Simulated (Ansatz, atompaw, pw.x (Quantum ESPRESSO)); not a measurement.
# From atom to crystal: PAW (atompaw) potential for tungsten (W)

```json
{
  "Element": "W (Z = 74)",
  "Generator": "atompaw 4.2.0.5",
  "Type": "PAW",
  "Functional": "PBE",
  "Relativity": "scalar-relativistic",
  "Frozen core": "[Kr] 4d10 4f14",
  "Valence charge": "14",
  "Reference configuration": "5s2 5p6 5d4 6s2 6p0",
  "Partial waves": "5s (bound): rc 1.65 bohr; 6s (bound): rc 1.65 bohr; 5p (bound): rc 1.35 bohr; 6p (bound, empty): rc 2.55 bohr; 5d (bound): rc 2.55 bohr; 5d channel at 0.05 Ry: rc 2.55 bohr",
  "Local potential": "bessel scheme, radius 1.95 bohr",
  "Core correction": "smooth core density matched at 1.50 bohr",
  "Augmentation charge": "sinc compensation charge, radius 2.00 bohr; PAW radius 2.55 bohr; waves and projectors: custom rrkj vanderbiltortho"
}
```

Crystal test: sc W in pw.x 7.5, no spin, 12³ k-points, Fermi–Dirac smearing 0.01 Ry, cutoffs 100/900 Ry. The reference is all-electron LAPW (Ansatz 0.2.0) with the same functional, mesh and smearing; V0 and B0 come from Birch–Murnaghan fits to the pressures at five volumes. Errors are pseudo minus all-electron; Δ is the rms difference of the E(V) curves that follow from these fits, minima aligned, over ±6 % about the mean V0. Mesh and smearing are coarse, so the numbers serve the comparison and aren't converged zero-temperature values; the lattice is a test structure that the element need not adopt.

All-electron: a0 = 2.638 Å (V0 = 18.36 Å³/atom), B0 = 216.4 GPa.

Question: How far does the potential miss the all-electron equation of state?

Answer: mean pressure error (GPa): -0.58; a0 (Å): 2.636; a0 error (%): -0.09; B0 error (%): +0.4; Δ (meV/atom): 2.4.

| V (Å³/atom) | P all-electron (GPa) | P pseudo (GPa) |
| --- | --- | --- |
| 17.612 | 9.79 | 9.13 |
| 18.076 | 3.46 | 2.84 |
| 18.539 | -2.09 | -2.66 |
| 19.002 | -6.95 | -7.49 |
| 19.466 | -11.21 | -11.71 |

Question: At the middle volume, how do free energy and pressure move when the wave cutoff is lowered (ecutrho held at 900 Ry)?

Answer:

| cutoff (Ry) | shift of F (meV/atom) | shift of P (GPa) |
| --- | --- | --- |
| 45 | +42.5 | -1.93 |
| 60 | +17.3 | -0.05 |
| 80 | +5.2 | -0.26 |

The run at the middle volume (84 k-points, 9 iterations) took about 21 s on one core of a shared host (Intel(R) Xeon(R) 6975P-C, 192 threads, 378 GiB, load 50).
